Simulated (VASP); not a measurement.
# SiNi (Pmmn) in VASP: notebook

The runs below take SiNi through relaxation of shape and atoms at fixed volume, relaxation of cell and atoms, with r2SCAN, PBEsol.

All numbers are computed with VASP 6.6.1; they aren't measurements. Logs are shortened: lines on timing, memory, paths and dates and some standing lists are left out, and cuts for length are marked.

**1. The crystal as given**

It takes space group Pmmn (No. 59, orthorhombic). The conventional cell has a = 2.943 Å, b = 3.280 Å, c = 4.677 Å, α = 90.00°, β = 90.00°, γ = 90.00°. Si (site symmetry mm2) is surrounded by 6 Ni at 2.34 to 2.37 Å and 4 Si at 2.65 Å. Ni (site symmetry mm2) has 6 Si at 2.34 to 2.37 Å and 4 Ni at 2.65 Å as nearest neighbours.

The cell is a database's computed one.

**2. Relaxation of shape and atoms at fixed volume, r2SCAN (a relaxed cell with its volume scaled by 0.94)**

The input, INCAR:

```
SYSTEM = SiNi
PREC = Accurate ; ENCUT = 600
EDIFF = 1E-7 ; ISMEAR = 1
SIGMA = 0.1 ; LREAL = .FALSE.
LASPH = .TRUE. ; NELM = 80
ALGO = Normal ; ISIF = 4
LWAVE = .FALSE. ; LCHARG = .FALSE.
METAGGA = R2SCAN ; LMIXTAU = .TRUE.
IBRION = 2 ; NSW = 40
EDIFFG = -0.01 ; KPAR = 2
```

The input, KPOINTS:

```
regular mesh
0
G
  12 12 8
  0 0 0
```

The input, POSCAR:

```
SiNi                                    
1.0
    2.8905644600      0.0000000000      0.0000000000
    0.0000000000      3.2139546331      0.0000000000
    0.0000000000      0.0000000000      4.5753885476
  Si              Ni            
     2     2
Direct
     0.0000000000000000    0.0000000000000000    0.1564783088116699
     0.5000000000000000    0.5000000000000000    0.8435216911883301
     0.0000000000000000    0.0000000000000000    0.6567356573875536
     0.5000000000000000    0.5000000000000000    0.3432643426124464
```

Potentials or basis: VASP PAW PBE potentials, release 64 (Si, Ni).

Started as:

```bash
cat potpaw_PBE.64/Si/POTCAR potpaw_PBE.64/Ni/POTCAR > POTCAR
mpirun -np 2 vasp_std > vasp.out
```

OUTCAR:

```text
SYSTEM = SiNi
   PREC = Accurate
   ENCUT = 600
   EDIFF = 1E-7
   ISMEAR = 1
   LREAL = .FALSE.
   LASPH = .TRUE.
   NELM = 80
   ISIF = 4
   METAGGA = R2SCAN
   IBRION = 2
   NSW = 40
   EDIFFG = -0.01

 ion  position               nearest neighbor table
   1  0.000  0.000  0.156-   3 2.29   3 2.29   4 2.32   4 2.32   4 2.32   4 2.32   2 2.59   2 2.59
                             2 2.59   2 2.59
   2  0.500  0.500  0.844-   4 2.29   4 2.29   3 2.32   3 2.32   3 2.32   3 2.32   1 2.59   1 2.59
                             1 2.59   1 2.59
   3  0.000  0.000  0.657-   1 2.29   1 2.29   2 2.32   2 2.32   2 2.32   2 2.32   4 2.59   4 2.59
                             4 2.59   4 2.59
   4  0.500  0.500  0.343-   2 2.29   2 2.29   1 2.32   1 2.32   1 2.32   1 2.32   3 2.59   3 2.59
                             3 2.59   3 2.59

  LATTYP: Found a simple orthorhombic cell.
 ALAT       =     2.8905644600
 B/A-ratio  =     1.1118778625
 C/A-ratio  =     1.5828702701

  Lattice vectors:

 A1 = (   2.8905644600,   0.0000000000,   0.0000000000)
 A2 = (   0.0000000000,   3.2139546331,   0.0000000000)
 A3 = (   0.0000000000,   0.0000000000,   4.5753885476)

Analysis of symmetry for initial positions (statically):
=====================================================================
 Subroutine PRICEL returns:
 Original cell was already a primitive cell.

 Routine SETGRP: Setting up the symmetry group for a
 simple orthorhombic supercell.

 Subroutine GETGRP returns: Found  8 space group operations
 (whereof  4 operations were pure point group operations)
 out of a pool of  8 trial point group operations.

The static configuration has the point symmetry C_2v.
 The point group associated with its full space group is D_2h.

Analysis of symmetry for dynamics (positions and initial velocities):
=====================================================================
 Subroutine PRICEL returns:
 Original cell was already a primitive cell.

 Routine SETGRP: Setting up the symmetry group for a
 simple orthorhombic supercell.

 Subroutine GETGRP returns: Found  8 space group operations
 (whereof  4 operations were pure point group operations)
 out of a pool of  8 trial point group operations.

The dynamic configuration has the point symmetry C_2v.
 The point group associated with its full space group is D_2h.

 Subroutine INISYM returns: Found  8 space group operations
 (whereof  4 operations are pure point group operations),
 and found     1 'primitive' translations

----------------------------------------------------------------------------------------

                                     Primitive cell

  volume of cell :      42.5060

  direct lattice vectors                    reciprocal lattice vectors
     2.890564460  0.000000000  0.000000000     0.345953191  0.000000000  0.000000000
     0.000000000  3.213954633  0.000000000     0.000000000  0.311143160  0.000000000
     0.000000000  0.000000000  4.575388548     0.000000000  0.000000000  0.218560673

  length of vectors
     2.890564460  3.213954633  4.575388548     0.345953191  0.311143160  0.218560673

  position of ions in fractional coordinates (direct lattice)
     0.000000000  0.000000000  0.156478309
     0.500000000  0.500000000  0.843521691
     0.000000000  0.000000000  0.656735657
     0.500000000  0.500000000  0.343264343

  ion indices of the primitive-cell ions
   primitive index   ion index
                 1           1
                 2           2
                 3           3
                 4           4

----------------------------------------------------------------------------------------

 KPOINTS: regular mesh

Automatic generation of k-mesh.
 Grid dimensions read from file:
 generate k-points for:   12   12    8

 Generating k-lattice:

  Cartesian coordinates                     Fractional coordinates (reciprocal lattice)
     0.028829433  0.000000000  0.000000000     0.083333333  0.000000000  0.000000000
     0.000000000  0.025928597  0.000000000     0.000000000  0.083333333  0.000000000
     0.000000000  0.000000000  0.027320084     0.000000000  0.000000000  0.125000000

  Length of vectors
     0.028829433  0.025928597  0.027320084

  Shift w.r.t. Gamma in fractional coordinates (k-lattice)
     0.000000000  0.000000000  0.000000000

 Subroutine IBZKPT returns following result:
 ===========================================

 Found    245 irreducible k-points:

 Following reciprocal coordinates:
            Coordinates               Weight
  0.000000  0.000000  0.000000      1.000000
  0.083333  0.000000  0.000000      2.000000
  0.166667  0.000000  0.000000      2.000000
  0.250000  0.000000  0.000000      2.000000
  0.333333  0.000000  0.000000      2.000000
  0.416667  0.000000  0.000000      2.000000
[... 16 lines left out ...]
  0.083333  0.250000  0.000000      4.000000
  0.166667  0.250000  0.000000      4.000000
 [... further k-points ...]
   k-points           NKPTS =    245   k-points in BZ     NKDIM =    245   number of bands    NBANDS=     18
   number of dos      NEDOS =    301   number of ions     NIONS =      4
   total plane-waves  NPLWV =  26880
   dimension x,y,z NGX =    24 NGY =   28 NGZ =   40
   dimension x,y,z NGXF=    48 NGYF=   56 NGZF=   80
   ions per type =               2   2
   NGX,Y,Z   is equivalent  to a cutoff of  13.80, 14.48, 14.53 a.u.
   NGXF,Y,Z  is equivalent  to a cutoff of  27.61, 28.97, 29.07 a.u.
 SYSTEM =  SiNi
   PREC   = accura    normal or accurate (medium, high low for compatibility)
   ISTART =      0    job   : 0-new  1-cont  2-samecut
   ICHARG =      2    charge: 1-file 2-atom 10-const
   ISPIN  =      1    spin polarized calculation?
   LNONCOLLINEAR =      F non collinear calculations
   LSORBIT =      F    spin-orbit coupling
   LASPH  =      T    aspherical Exc in radial PAW
   ENCUT  =  600.0 eV  44.10 Ry    6.64 a.u.   5.77  6.42  9.14*2*pi/ulx,y,z
   NELM   =     80;   NELMIN=  2; NELMDL= -5     # of ELM steps
   EDIFF  = 0.1E-06   stopping-criterion for ELM
   LREAL  =      F    real-space projection
   EDIFFG = -.1E-01   stopping-criterion for IOM
   NSW    =     40    number of steps for IOM
   IBRION =      2    ionic relax: 0-MD 1-quasi-New 2-CG
   NFREE  =      1    steps in history (QN), initial steepest desc. (CG)
   ISIF   =      4    stress and relaxation
   ISYM   =      2    0-nonsym 1-usesym 2-fastsym
   POTIM  = 0.5000    time-step for ionic-motion
   TEBEG  =    0.0;   TEEND  =   0.0 temperature during run
   PSTRESS=    0.0 pullay stress
   NELECT =      28.0000    total number of electrons
   NUPDOWN=      -1.0000    fix difference up-down
   EMIN   =  10.00;   EMAX   =-10.00  energy-range for DOS
   EFERMI =   0.00;   METHOD = LEGACY
   ISMEAR =     1;   SIGMA  =   0.10  broadening in eV -4-tet -1-fermi 0-gaus
   EFERMI_NEDOS =   21; number of points for ismear=-14 and -15
   IALGO  =     38    algorithm
   IMIX   =      4    mixing-type and parameters
     AMIX     =   0.40;   BMIX     =  1.00
     AMIX_MAG =   1.60;   BMIX_MAG =  1.00
  volume/ion in A,a.u.               =      10.63        71.71
  Fermi-wavevector in a.u.,A,eV,Ry     =   1.424440  2.691801 27.606605  2.029028
  Thomas-Fermi vector in A             =   2.544930
   LORBIT       =      0    0 simple, 1 ext, 2 COOP (PROOUT), +10 PAW based schemes
   METAGGA = R2SCAN    functional components
   LHFCALC =     F    Hartree Fock is set to
   AEXX    =    0.0000 exact exchange contribution
   IVDW    =     0    specifies the selected vdW correction
   LEPSILON=     F    determine dielectric tensor
   LRPA    =     F    only Hartree local field effects (RPA)
 conjugate gradient relaxation of ions
 non-spin polarized calculation
 Methfessel and Paxton  Order N= 1 SIGMA  =   0.10
  energy-cutoff  :      600.00
  volume of cell :       42.51
 maximum number of plane-waves:      1440
 NGX is ok and might be reduce to    24
   NGX = 11   NGY = 13   NGZ = 19

--------------------------------------- Ionic step        1  -------------------------------------------

 number of electron      28.0000006 magnetization

 Free energy of the ion-electron system (eV)
  ---------------------------------------------------
  ext. energy  EPLUGINS =         0.00000000
  ---------------------------------------------------
  free energy    TOTEN  =       -42.99136772 eV

  energy without entropy =      -42.99189568  energy(sigma->0) =      -42.99154371

------------------------ aborting loop because EDIFF is reached ----------------------------------------

  FORCE on cell =-STRESS in cart. coord.  units (eV):
  Direction    XX          YY          ZZ          XY          YZ          ZX
  --------------------------------------------------------------------------------------
  -------------------------------------------------------------------------------------
  Total        3.2147077      3.6386718      4.6218693      0.0000000      0.0000000      0.0000000
  in kB      121.1718378    137.1522954    174.2119191      0.0000000      0.0000000      0.0000000
  external PRESSURE =     144.1786841 kB  Pullay stress =       0.0000000 kB

 VOLUME and BASIS-vectors are now :
 -----------------------------------------------------------------------------
  energy-cutoff  :      600.00
  volume of cell :       42.51
      direct lattice vectors                 reciprocal lattice vectors
     2.890564460  0.000000000  0.000000000     0.345953191  0.000000000  0.000000000
     0.000000000  3.213954633  0.000000000     0.000000000  0.311143160  0.000000000
     0.000000000  0.000000000  4.575388548     0.000000000  0.000000000  0.218560673
[... 229 lines left out ...]
 POSITION                                       TOTAL-FORCE (eV/Angst)
 -----------------------------------------------------------------------------------
      0.00000      0.00000      0.71447         0.000000      0.000000     -0.008238
      1.42706      1.61463      3.89738         0.000000      0.000000      0.008238
      0.00000      0.00000      3.01742         0.000000      0.000000      0.025642
      1.42706      1.61463      1.59443         0.000000      0.000000     -0.025642
 -----------------------------------------------------------------------------------
    total drift:                                0.000000      0.000000      0.000000

  FREE ENERGIE OF THE ION-ELECTRON SYSTEM (eV)
  ---------------------------------------------------
  free  energy   TOTEN  =       -43.0011091029 eV

  energy  without entropy=      -43.0013022409  energy(sigma->0) =      -43.00117348

--------------------------------------- Ionic step        8  -------------------------------------------

 number of electron      27.9999999 magnetization

 Free energy of the ion-electron system (eV)
  ---------------------------------------------------
  ext. energy  EPLUGINS =         0.00000000
  ---------------------------------------------------
  free energy    TOTEN  =       -43.00118093 eV

  energy without entropy =      -43.00131634  energy(sigma->0) =      -43.00122607

 E-fermi :  12.6192     XC(G=0): -13.9361

 val. band max:       12.6132223986   @ k =   0.1667   0.0833   0.1250
 cond. band min:      12.6325143812   @ k =   0.0000   0.1667   0.3750
 fundamental gap:      0.0192919826
 Fermi energy:        12.6192483605

 k-point     1 :       0.0000    0.0000    0.0000
  band No.  band energies     occupation
      1      -2.9005      2.00000
      2       3.5173      2.00000
      3       5.1629      2.00000
      4       7.7131      2.00000
      5       8.3041      2.00000
      6       9.3569      2.00000
[... 10 lines left out ...]
     17      18.3631      0.00000
     18      19.0839      0.00000
[... 463 lines left out ...]
 k-point    24 :       0.1667    0.2500    0.0000
  band No.  band energies     occupation
      1      -1.4791      2.00000
      2       3.9515      2.00000
      3       6.2224      2.00000
      4       6.2577      2.00000
      5       8.3242      2.00000
      6       8.3423      2.00000
[... 10 lines left out ...]
     17      16.1962      0.00000
     18      18.2973      0.00000

 [... further k-points ...]
[... 5 lines left out ...]
  --------------------------------------------------------------------------------------
  -------------------------------------------------------------------------------------
  Total        3.4820533      3.4998343      3.4966181      0.0000000      0.0000000      0.0000000
  in kB      131.2488816    131.9191012    131.7978732      0.0000000      0.0000000      0.0000000
  external PRESSURE =     131.6552853 kB  Pullay stress =       0.0000000 kB

 VOLUME and BASIS-vectors are now :
 -----------------------------------------------------------------------------
  energy-cutoff  :      600.00
  volume of cell :       42.51
      direct lattice vectors                 reciprocal lattice vectors
     2.851133496  0.000000000  0.000000000     0.350737698  0.000000000  0.000000000
     0.000000000  3.231169461  0.000000000     0.000000000  0.309485470  0.000000000
     0.000000000  0.000000000  4.613952230     0.000000000  0.000000000  0.216733930

 POSITION                                       TOTAL-FORCE (eV/Angst)
 -----------------------------------------------------------------------------------
      0.00000      0.00000      0.71498         0.000000      0.000000     -0.002027
      1.42557      1.61558      3.89897         0.000000      0.000000      0.002027
      0.00000      0.00000      3.02021         0.000000      0.000000      0.003398
      1.42557      1.61558      1.59375         0.000000      0.000000     -0.003398
 -----------------------------------------------------------------------------------
    total drift:                                0.000000      0.000000     -0.000000

  FREE ENERGIE OF THE ION-ELECTRON SYSTEM (eV)
  ---------------------------------------------------
  free  energy   TOTEN  =       -43.0011809282 eV

  energy  without entropy=      -43.0013163400  energy(sigma->0) =      -43.00122607

 reached required accuracy - stopping structural energy minimisation
```

Run time: 19 min. Hardware: 2 MPI ranks of Intel Xeon Platinum 8488C (Sapphire Rapids), shared host; peak memory 0.34 GiB.

Results:

* Free energy: -43.0012 eV
* Energy gained by relaxing: 2.5 meV/atom
* Ionic steps: 8
* Pressure after relaxing: 13.2 GPa
* Largest force after relaxing: 0.003 eV/Å
* Band gap on the k mesh: none (metal or under the smearing width)

Forces on the atoms (eV/Å):
```
Si   0.000  0.000 -0.002
Si   0.000  0.000  0.002
Ni   0.000  0.000  0.003
Ni   0.000  0.000 -0.003
```

The path:
| step | energy change (eV) | largest force (eV/Å) | pressure (GPa) |
| --- | --- | --- | --- |
| 1 | 0.0000 | 0.2049 | 14.42 |
| 2 | -0.0085 | 0.0366 | 13.30 |
| 3 | -0.0085 | 0.0422 | 13.35 |
| 4 | -0.0093 | 0.0111 | 13.28 |
| 5 | -0.0095 | 0.0504 | 13.23 |
| 6 | -0.0097 | 0.0147 | 13.22 |
| 7 | -0.0097 | 0.0256 | 13.19 |
| 8 | -0.0098 | 0.0034 | 13.17 |

Final structure:
```cif
data_structure
_symmetry_space_group_name_H-M 'P 1'
_symmetry_Int_Tables_number 1
_cell_length_a 2.8511
_cell_length_b 3.2312
_cell_length_c 4.6140
_cell_angle_alpha 90.000
_cell_angle_beta 90.000
_cell_angle_gamma 90.000
_cell_volume 42.51
loop_
_atom_site_label
_atom_site_type_symbol
_atom_site_fract_x
_atom_site_fract_y
_atom_site_fract_z
_atom_site_occupancy
Si1 Si 0.00000 0.00000 0.15496 1
Si2 Si 0.50000 0.50000 0.84504 1
Ni1 Ni 0.00000 0.00000 0.65458 1
Ni2 Ni 0.50000 0.50000 0.34542 1
```

Caveat: the PAW data sets were made with another functional, which shifts forces and pressure a little.

(Part 1 of 2 ends here.)
